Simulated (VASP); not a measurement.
Wanted: the native input for a VASP 6.6.1 run.

* Task: vibrations by finite differences
* Functional: PBE
* Dispersion: D3(BJ)
* Potentials or basis: VASP PAW PBE potentials, release 64 (O, C, H)
* Cutoff: 400 eV
* k mesh: 1 × 1 × 1
* Occupations: gaussian, width 0.01 eV
* Spin: no spin polarisation
* Further INCAR settings: ALGO = Fast; EDIFF = 1e-07; ISYM = 0; IBRION = 5; POTIM = 0.015; NSW = 1

The structure of O2CH2 lies in POSCAR:

```
H2CO2                                   
1.0
   12.6897444414      0.0000000000      0.0000000000
    0.0000000000     13.1897444414      0.0000000000
    0.0000000000      0.0000000000     13.6897444414
  O               C               H             
     2     1     2
Selective dynamics
Direct
0.5309924299000031  0.4984210663999988  0.4362721971000028  T T T
0.4946669182564697  0.4089079252275167  0.5721122223735547  T T T
0.4914991707986195  0.4882219265583009  0.5283522220178040  T T T
0.5207413483298434  0.5680892187063832  0.4138927935434809  T T T
0.4568085409894233  0.5592659577304532  0.5581715052495339  T T T
```

The input as run:

INCAR

```
PREC = Accurate ; ENCUT = 400
EDIFF = 1E-7 ; ISMEAR = 0
SIGMA = 0.01 ; LREAL = F
LASPH = T ; NELM = 100
ALGO = Fast ; ISIF = 2
LWAVE = F ; LCHARG = F
GGA = PE ; IVDW = 12
IBRION = 5 ; NFREE = 2
POTIM = 0.015 ; NSW = 1
ISYM = 0
```

KPOINTS

```
regular mesh
0
Gamma
  1 1 1
```

Potentials or basis: VASP PAW PBE potentials, release 64 (O, C, H).

Launch:

```console
$ cat potpaw_PBE.64/O/POTCAR potpaw_PBE.64/C/POTCAR potpaw_PBE.64/H/POTCAR > POTCAR
$ mpirun -np 1 vasp_gam > vasp.out
```

Results of the run:

| Quantity | Value |
| --- | --- |
| Highest phonon frequency at Γ, LO-TO splitting left out | 3675 cm⁻¹ |
| Most unstable mode | 36i cm⁻¹ |
| Dispersion energy per atom | -0.010 eV |

Caveat: some modes are imaginary; the standard files for N, O and F lose accuracy on very short bonds.

Run time: 31 min on 1 thread of Intel(R) Xeon(R) Platinum 8488C (Sapphire Rapids), on a shared host, peak memory 1.3 GiB.
